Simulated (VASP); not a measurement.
Here is a VASP 6.6.1 calculation.

File INCAR:

```
PREC     = Accurate       # precision mode
ENCUT    = 600            # plane-wave cutoff, eV
EDIFF    = 1E-6           # SCF threshold, eV
ISMEAR   = 1              # smearing method
SIGMA    = 0.1            # smearing width, eV
LREAL    = False          # projectors in reciprocal space
LASPH    = True           # aspherical terms in the spheres
NELM     = 120            # most SCF steps
ALGO     = Normal         # electronic algorithm
ISIF     = 2              # what is computed and relaxed
LWAVE    = False          # write WAVECAR
LCHARG   = False          # write CHGCAR
ISPIN    = 2              # spin polarisation
MAGMOM   = 3.45           # initial moments
LORBIT   = 11             # projections on sites
LMAXMIX  = 4              # l up to which the mixer works
LDAU     = True           # DFT+U
LDAUTYPE = 2            
LDAUL    = 2              # shell
LDAUU    = 6.2            # U, eV
LDAUJ    = 1            
LDAUPRINT= 1            
GGA      = RE             # functional
LOPTICS  = True           # frequency-dependent dielectric function
NBANDS   = 30             # bands
NEDOS    = 2000           # points of the DOS
CSHIFT   = 0.1          
AMIX     = 0.2          
BMIX     = 1E-4         
AMIX_MAG = 0.8          
BMIX_MAG = 1E-4
```

The input KPOINTS:

```
regular mesh
0
Gamma
  12 12 12
```

The input POSCAR:

```
Cr
1.0
   -1.5552424194      1.5552424194      1.5552424194
    1.5552424194     -1.5552424194      1.5552424194
    1.5552424194      1.5552424194     -1.5552424194
Cr
1
Cartesian
    0.0000000000      0.0000000000      0.0000000000
```

Potentials or basis: VASP PAW PBE potentials, release 64 (Cr_pv).

Launch:

```bash
$ cat potpaw_PBE.64/Cr_pv/POTCAR > POTCAR
$ mpirun -np 1 vasp_std > vasp.out
```

(1) Predict the site moments.

(2) What does it give for the band gap on the k mesh?

(3) What does it give for the pressure?

(4) What does it give for the net moment?

Answers

(1) Cr +4.23 μB.

(2) none (metal or under the smearing width).

(3) 42.0 GPa.

(4) 4.62 μB per cell.

Caveat: spectra need much finer meshes, so this one isn't converged; independent-particle spectra lack excitons; the intraband (Drude) part of a metal's response may be missing; the PAW data sets were made with another functional, which shifts forces and pressure a little; the U is typed as a test and isn't derived for this compound.
